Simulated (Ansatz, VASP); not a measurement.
## CdS (Hawleyite) in VASP and in Ansatz

INCAR

```
PREC = Accurate ; ENCUT = 520
EDIFF = 1E-6 ; ISMEAR = 0
SIGMA = 0.02 ; LREAL = F
LASPH = T ; NELM = 100
ALGO = Normal ; ISIF = 2
LWAVE = F ; LCHARG = T
GGA = PE ; LELF = T
LVHAR = T ; NBANDS = 16
```

The input KPOINTS:

```
Automatic mesh
0
Gamma
  8 8 8
```

Contents of POSCAR:

```
CdS
1.0
    0.0000000000      2.9632113921      2.9632113921
    2.9632113921      0.0000000000      2.9632113921
    2.9632113921      2.9632113921      0.0000000000
Cd S
1 1
Direct
    0.0000000000      0.0000000000      0.0000000000
    0.2500000000      0.2500000000      0.2500000000
```

Input for Ansatz:

```yaml
crystal:
  lattice:
    - [0.0, 2.9632113921, 2.9632113921]
    - [2.9632113921, 0.0, 2.9632113921]
    - [2.9632113921, 2.9632113921, 0.0]
  atoms:
    - { symbol: Cd, position: [0.0, 0.0, 0.0] }
    - { symbol: S, position: [0.25, 0.25, 0.25] }
basis:
  ecutwfc: 420
kpoints:
  mp_grid: { grid: [8, 8, 8] }
  band_path:
    path:
      - [[0.0, 0.0, 0.0], [-0.5, -0.5, 0.0], [-0.375, -0.375, 0.25]]
      - [[-0.375, 0.0, 0.375], [0.0, 0.0, 0.0], [0.0, 0.0, 0.5], [-0.5, -0.25, 0.25], [-0.5, -0.5, 0.0]]
    npoints: 14
hamiltonian:
  xc: pbe
scf:
  occupations: { method: gaussian, width: 0.02 }
  n_extra_bands: 6
output:
  forces: true
  stress: true
  eigenvalues: true
  populations: true
  dos: { projected: true, de: 0.02, nscf_kmesh: { grid: [12, 12, 12] } }
  bader: true
  write_density: true
  write_potential: true
  elf: true
  volumetric_format: npy
```

Alike in both runs: task single point; functional PBE; k mesh 8 × 8 × 8; occupations gaussian, width 0.02 eV; no spin polarisation.

```csv
,VASP,Ansatz
version,VASP 6.6.1,Ansatz 0.2.0
potentials or method,"VASP PAW PBE potentials, release 64 (Cd, S)","scalar-relativistic, plane waves, PAW"
plane-wave cutoff (eV),520,420
valence electrons in the cell,18,26
```

```csv
,VASP,Ansatz,Ansatz less VASP
gap on the k mesh at the Fermi level (eV),1.04,1.04,-0.002
least direct gap on the mesh (eV),1.04,1.04,-0.002
pressure (GPa),0.3,0.0,-0.29
```

The two sets of potentials don't hold the same shells in valence.
